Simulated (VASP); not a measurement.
Wanted: the native input for a VASP 6.6.1 run.

```yaml
Task: relaxation of cell and atoms
Functional: LDA
Potentials_or_basis: VASP PAW LDA potentials, release 64 (Sn_d, S)
Cutoff: 600 eV
k_mesh: 9 × 9 × 5
Occupations: gaussian, width 0.03 eV
Spin: no spin polarisation
Target_pressure: 9.78 GPa
Further_INCAR_settings: ALGO = Normal; EDIFF = 1e-07; IBRION = 2; EDIFFG = -0.005; NSW = 90; ISIF = 3
Target_pressure: 9.78 GPa
```

The structure of SnS2 (Berndtite-2T) lies in POSCAR:

```
SnS2                                    
1.0
    3.5487002653      0.0000000000     -0.0000000000
   -1.7743501326      3.0732645802      0.0000000000
   -0.0000000000      0.0000000000      5.1066704495
  Sn              S             
     1     2
Direct
     1.0000000000000000    0.0000000000000000    0.0000000000000000
     0.3333333332999970    0.6666666667000030    0.2859291920190701
     0.6666666667000030    0.3333333332999970    0.7140708079809297
```

The input as run:

INCAR

```
ALGO = Normal
EDIFF = 1E-7
EDIFFG = -0.005
ENCUT = 600
GGA = CA
IBRION = 2
ISIF = 3
ISMEAR = 0
LASPH = True
LCHARG = False
LREAL = False
LWAVE = False
NELM = 80
NSW = 90
PREC = Accurate
PSTRESS = 97.8
SIGMA = 0.03
```

KPOINTS

```
k-points
0
Gamma
  9 9 5
```

Potentials or basis: VASP PAW LDA potentials, release 64 (Sn_d, S).

The run is started by

```console
$ cat potpaw_LDA.64/Sn_d/POTCAR potpaw_LDA.64/S/POTCAR > POTCAR
$ mpirun -np 1 vasp_std > vasp.out
```

Results of the run:

The relaxed volume is 18.56 Å³/atom and the relaxed cell is a = 3.548 Å, b = 3.548 Å, c = 5.106 Å, α = 90.00°, β = 90.00°, γ = 120.00°. The space group after relaxing (to 0.05 Å) is P-3m1 (No. 164) and the energy change on relaxing (the enthalpy is what falls) is +0.5 meV/atom. The ionic steps are 3. The pressure after relaxing is 9.8 GPa and the largest force after relaxing is 0.005 eV/Å. The band gap on the k mesh is 0.25 eV, indirect (least direct gap 1.45 eV).

Caveat: the cell is relaxed towards a set pressure, so the enthalpy falls and the energy may rise; spin-orbit coupling is left out, which moves the levels of the heavy elements; an odd mesh through Γ misses points on the zone boundary, where band edges often lie.

It took 59 s on 1 thread of Intel(R) Xeon(R) 6975P-C (Granite Rapids), on a shared host, peak memory 0.19 GiB.
